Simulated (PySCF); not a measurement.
Cost of one run: core-ionisation job, `CC(O)=O`.

Method: delta-SCF UKS SCAN, cc-pCVTZ on the ionised atom, pcseg-1 elsewhere, spin-free X2C (PySCF 2.14.0). Geometry: PBE0-D3(BJ)/def2-SVP. Work: ΔSCF core ionisation, 4 holes, density fitting. The input is one job of a driver script: a line of settings, then coordinates in Å.

Command:
```bash
OMP_NUM_THREADS=1 python probes_run.py task.json out
```

Input:
```
{"job": {"kind": "xps", "basis": "cc-pCVTZ"}, "charge": 0, "multiplicity": 1}
C     -0.887912    -0.065221    -0.353867
C      0.501590     0.296586     0.077355
O      1.070216     1.325790    -0.171335
O      1.076621    -0.689719     0.783765
H     -1.467573    -0.444461     0.499222
H     -1.376584     0.810016    -0.795129
H     -0.837720    -0.874137    -1.098566
H      1.967466    -0.378186     1.006569
```

Hardware: Arm Neoverse N1, one thread, no GPU, shared host. PySCF's memory limit was set to 1200 MB.

How large is the largest of the mixed bases?

105 functions.

Estimate the wall time.

About 20 s. The run took 67 SCF cycles in all, 5.0 s a hole on average.

How much memory does it need at the peak?

About 0.48 GiB. Peak memory is the resident size of the whole Python process, interpreter and libraries included.

At this speed, how long would 1000 such jobs take on 8 cores, one job a core?

1000/8 gives 125 rounds of 20 s, about 42 min of wall time and 5.6 core-hours, if the jobs don't slow each other.

Times come from a shared host and carry two figures at best.
